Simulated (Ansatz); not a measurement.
Be2C: which shells make which states

```xyz
3
Lattice="0.0000 2.1650 2.1650 2.1650 0.0000 2.1650 2.1650 2.1650 0.0000" Properties=species:S:1:pos:R:3 pbc="T T T"
Be    1.0825    1.0825    1.0825
Be    3.2475    3.2475    3.2475
C     0.0000    0.0000    0.0000
```

Atom numbers follow the list: Be1, Be2, C3.

The cell is COD entry 9009053, as deposited and not checked against the literature; nothing was relaxed.

Method: Ansatz 0.2.0, DFT, PBE, all-electron LAPW, scalar-relativistic.

Settings: a Γ-centred 14×14×14 k mesh, Fermi–Dirac smearing of 0.03 eV, basis error target 1 meV/atom, no spin polarisation.

Weights are projections on a minimal set of Löwdin-orthogonalised atomic shells, summed over atoms of an element; the rest lies outside that basis, and weights on diffuse cation s shells are inflated where empty shells are missing from it. Energies are in eV from the valence-band top.

Points: L (0.500, 0.500, 0.500), Γ (0.000, 0.000, 0.000).

```
           state  character
    L, -12.17 eV          ?
     L, -8.72 eV          ?
L, -1.83 eV (×2)          ?
 Γ, 0.00 eV (×3)          ?
```

Question: Give the missing entry: row "L, -8.72 eV", column "character".

Answer: C 2p 67 %, Be 2s 31 %.

Question: Fill in "character" for the row "L, -12.17 eV".

Answer: C 2s 67 %, Be 2s 31 %.

Question: Fill in "character" for the row "L, -1.83 eV (×2)".

Answer: C 2p 91 %.

Question: Fill in "character" for the row "Γ, 0.00 eV (×3)".

Answer: C 2p 97 %.
